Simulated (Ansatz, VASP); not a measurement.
**Two plane-wave programs on Ti**

```xyz
2
Lattice="2.9389 0.0000 0.0000 -1.4694 2.5452 0.0000 0.0000 0.0000 4.6516" Properties=species:S:1:pos:R:3 pbc="T T T"
Ti    0.0000    1.6968    1.1629
Ti    1.4694    0.8484    3.4887
```

Alike in both runs: functional PBE; k mesh 12 × 12 × 7; occupations fermi-dirac, width 0.05 eV; collinear spin.

Ansatz relaxed the structure, and its values are those at the end. VASP's run is a single point on that final structure, the one shown.

|  | VASP | Ansatz |
| --- | --- | --- |
| version | VASP 6.6.1 | Ansatz 0.2.0 |
| potentials or method | VASP PAW PBE potentials, release 64 (Ti_sv) | plane waves (420 eV) with PAW, scalar-relativistic |
| plane-wave cutoff (eV) | 520 | 420 |
| valence electrons in the cell | 24 | 24 |

|  | VASP | Ansatz | Ansatz less VASP |
| --- | --- | --- | --- |
| pressure (GPa) | -0.2 | 0.0 | +0.24 |
| net moment per atom (μB) | 0.00 | 0.00 | 0.000 |

The functional is the same, so the differences come from potentials, cutoffs and numerics. Ansatz warned: «seeded_moment_not_kept».
